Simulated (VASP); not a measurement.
HF: single point with PBE

The system is HF.

```
F H
1.0
     7.61741    0.00000    0.00000
     0.00000    7.61741    0.00000
     0.00000    0.00000    7.61741
F H
10 10
Cartesian
  1.3811 2.4058 5.5622
  2.8707 6.8332 1.1724
  7.1035 5.5013 7.1995
  6.4879 2.0576 3.4540
  0.7249 2.3850 1.8300
  4.6218 3.7033 3.1099
  3.8405 5.4928 4.6374
  1.5803 7.1602 5.4907
  6.3956 6.2295 4.9707
  0.5052 4.8194 1.7990
  1.0881 1.5902 5.8976
  2.3788 7.2062 1.8767
  6.9577 5.8184 6.2911
  7.2585 2.0295 2.8349
  0.8322 3.4056 1.8669
  5.2916 3.0146 3.2464
  3.9340 4.7557 4.0853
  2.4916 7.0231 5.6234
  5.4637 5.8458 4.8724
  0.1132 5.1007 1.0123
```

The cell was built by a generator and needn't be a form met in nature.

| Property | Result |
| --- | --- |
| Program | VASP 6.6.1 |
| Task | single point |
| Functional | PBE |
| Potentials or basis | VASP PAW PBE potentials, release 64 (F, H) |
| Cutoff | 520 eV |
| k mesh | 1 × 1 × 1 |
| Occupations | fermi-dirac, width 0.02 eV |
| Spin | no spin polarisation |

The pressure is -0.1 GPa and the largest force is 2.498 eV/Å. The band gap on the k mesh is 6.77 eV, direct.

Forces in eV/Å, atoms in the order of the input:
```
F    0.208  0.728 -0.200
F    0.094 -0.046 -0.120
F    0.042 -0.131  0.426
F    0.029 -0.209 -0.092
F    0.268  1.044  0.263
F   -0.303  0.045 -0.125
F    0.171  1.917  1.489
F   -0.623  0.275 -0.044
F   -1.648 -0.733 -0.228
F    1.070 -0.567  2.099
H   -0.137 -0.767  0.131
H   -0.092  0.078  0.101
H   -0.050  0.038 -0.115
H   -0.214  0.390  0.041
H   -0.473 -1.290 -0.251
H    0.378 -0.123  0.063
H    0.347 -1.899 -1.403
H    0.543 -0.245  0.092
H    1.291  0.802  0.097
H   -0.902  0.693 -2.224
```

Stress tensor (GPa, compression positive):
```
-0.79 -0.35  0.27
-0.35 -0.01  0.03
 0.27  0.03  0.55
```

Levels at points of the mesh, in eV from the valence-band top:
```
           k point  band 37  band 38  band 39  band 40  band 41  band 42  band 43  band 44
(0.00, 0.00, 0.00)    -0.44    -0.41    -0.04     0.00     6.77     8.90     9.11     9.47
```

Run time: 86 s on 1 thread of Intel(R) Xeon(R) Platinum 8175M CPU @ 2.50GHz (Skylake/Cascade Lake), on a shared host, peak memory 0.43 GiB.

PBE gaps usually lie below the measured ones, often by a third to a half.
